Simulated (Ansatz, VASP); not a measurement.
# SiC in VASP and in Ansatz

Contents of INCAR:

```
  PREC = Accurate
  ENCUT = 520
  EDIFF = 1E-6
  ISMEAR = 0
  SIGMA = 0.05
  LREAL = F
  LASPH = T
  NELM = 80
  ALGO = Normal
  ISIF = 2
  LWAVE = F
  LCHARG = F
  GGA = PS
  NBANDS = 11
```

File KPOINTS:

```
regular mesh
0
Gamma
  10 10 10
```

The input POSCAR:

```
SiC
1.0
    0.0000000000      2.1783945700      2.1783945700
    2.1783945700      0.0000000000      2.1783945700
    2.1783945700      2.1783945700      0.0000000000
Si C
1 1
Direct
    0.0000000000      0.0070675794      0.0000000000
    0.7500000000      0.7334740682      0.7500000000
```

Input for Ansatz:

```yaml
crystal:
  lattice:
    - [0.0, 2.17839457, 2.17839457]
    - [2.17839457, 0.0, 2.17839457]
    - [2.17839457, 2.17839457, 0.0]
  atoms:
    - { symbol: Si, position: [0.0, 0.0070675794, 0.0] }
    - { symbol: C, position: [0.75, 0.7334740682, 0.75] }
basis:
  ecutwfc: 520.0
kpoints:
  mp_grid: { grid: [10, 10, 10] }
hamiltonian:
  xc: pbesol
  pseudopotentials: { kind: paw, azcp: { folder: soft_1 } }
scf:
  occupations: { method: gaussian, width: 0.05 }
output:
  forces: true
  stress: true
  eigenvalues: true
```

Change from the starting cell: mode 4 frozen in at -0.036 Å and mode 5 at -0.036 Å (largest displacements).

Alike in both runs: task single point; functional PBEsol; k mesh 10 × 10 × 10; occupations gaussian, width 0.05 eV; no spin polarisation.

```csv
,VASP,Ansatz
version,VASP 6.6.1,Ansatz 0.2.0
potentials or method,"VASP PAW PBE potentials, release 64 (Si, C)","scalar-relativistic, plane waves, PAW"
plane-wave cutoff (eV),520,520
valence electrons in the cell,8,8
```

VASP gave:

```
gap on the k mesh at the Fermi level (eV)       : 0.89
least direct gap on the mesh (eV)               : 4.31
pressure (GPa)                                  : 1.0
largest component of the traceless stress (GPa) : 3.47
rms of the force components (eV/Å)              : 0.816
```

Task: What did Ansatz give for the same quantities?

Result: gap on the k mesh at the Fermi level (eV): 0.90; least direct gap on the mesh (eV): 4.32; pressure (GPa): 0.6; largest component of the traceless stress (GPa): 3.43; rms of the force components (eV/Å): 0.814.

Atom by atom the forces differ by 0.003 eV/Å (rms over components). Ansatz warned: «pseudo_functional_mismatch».

Caveats: the PAW data sets were made with another functional, which shifts forces and pressure a little (VASP). A k mesh can miss the band edges.
